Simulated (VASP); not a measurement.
The system is Ag.

```
Ag
1.0
     3.18798    1.84058    2.80457
    -3.18798    1.84058    2.80457
     0.00000   -3.68116    2.80457
Ag
5
Direct
  0.12500 0.12500 0.12500
  0.22430 0.57535 0.57535
  0.57535 0.57535 0.22430
  0.57535 0.22430 0.57535
  0.79167 0.79167 0.79167
```

The cell was built by a generator and needn't be a form met in nature.

The cell isn't the ideal one: random cell with space group R3m (No. 160).

```yaml
Program: VASP 6.6.1
Task: relaxation of cell and atoms
Functional: PBE
Potentials_or_basis: VASP PAW PBE potentials, release 64 (Ag)
Cutoff: 600 eV
k_mesh: 6 × 6 × 6
Occupations: gaussian, width 0.1 eV
Spin: no spin polarisation
```

At the start: pressure 26.5 GPa; volume 19.75 Å³/atom.

Problem. Where does the relaxation end?

Solution. Over 14 steps the energy falls by 790.6 meV/atom and the volume is 22.50 Å³/atom (+14.0 %); space group R3m (No. 160, to 0.05 Å).

Step by step:
| step | energy change (eV) | largest force (eV/Å) | pressure (GPa) | volume (Å³) |
| --- | --- | --- | --- | --- |
| 1 | 0.0000 | 7.4318 | 26.46 | 98.74 |
| 2 | -1.8661 | 1.4548 | -4.40 | 149.53 |
| 3 | -2.1150 | 1.6335 | -4.24 | 143.70 |
| 4 | -2.3294 | 1.7886 | -3.95 | 138.69 |
| 5 | -2.9374 | 1.9895 | 0.06 | 118.06 |
| 6 | -3.6424 | 0.8361 | -3.12 | 120.85 |
| 7 | -3.7347 | 1.0373 | -3.43 | 121.86 |
| 8 | -3.9119 | 0.5638 | -0.21 | 113.70 |
| 9 | -3.9144 | 0.4761 | 0.34 | 112.70 |
| 10 | -3.9442 | 0.2147 | 0.15 | 112.62 |
| 11 | -3.9496 | 0.1189 | 0.10 | 112.57 |
| 12 | -3.9525 | 0.0337 | -0.09 | 112.81 |
| 13 | -3.9528 | 0.0405 | -0.16 | 112.91 |
| 14 | -3.9531 | 0.0233 | 0.05 | 112.51 |

Final structure:
```
Ag
1.0
     3.67509    2.12182    2.40481
    -3.67509    2.12182    2.40481
     0.00000   -4.24363    2.40481
Ag
5
Direct
  0.14006 0.14006 0.14006
  0.20527 0.58656 0.58656
  0.58656 0.58656 0.20527
  0.58656 0.20527 0.58656
  0.77322 0.77322 0.77322
```
